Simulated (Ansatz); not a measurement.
# CuAu3 in Ansatz: the effect of functional

CuAu3:

```
CELL_PARAMETERS angstrom
3.92621 0.00000 0.00000
0.00000 3.92621 0.00000
0.00000 0.00000 3.92621
ATOMIC_POSITIONS crystal
Au 0.50000 0.50000 0.00000
Au 0.50000 0.00000 0.50000
Au 0.00000 0.50000 0.50000
Cu 0.00000 0.00000 0.00000
```

The cell isn't the ideal one: volume scaled by 0.96.

Alike in all runs:

| Item | Value |
| --- | --- |
| Program | Ansatz 0.2.0 |
| Task | single point |
| Potentials or basis | Ansatz PAW |
| k mesh | 7 × 7 × 7 |
| Occupations | fermi-dirac, width 0.05 eV |
| Spin | no spin polarisation |

Problem. One run gave: pressure 1.4 GPa. Which functional did it use?
A. r2SCAN
B. PBEsol
C. LDA

Solution. C.

| functional | cutoff | pressure (GPa) |
| --- | --- | --- |
| LDA | 420 eV (not typed: the program's choice for these potentials) | 1.4 |
| PBEsol | 420 eV (not typed: the program's choice for these potentials) | 6.8 |
| r2SCAN | 500 eV (not typed: the program's choice for these potentials) | 11.5 |

Caveats: the PAW data sets come from PBE, with cores solved anew for the run's functional, which leaves a small shift of forces and pressure.
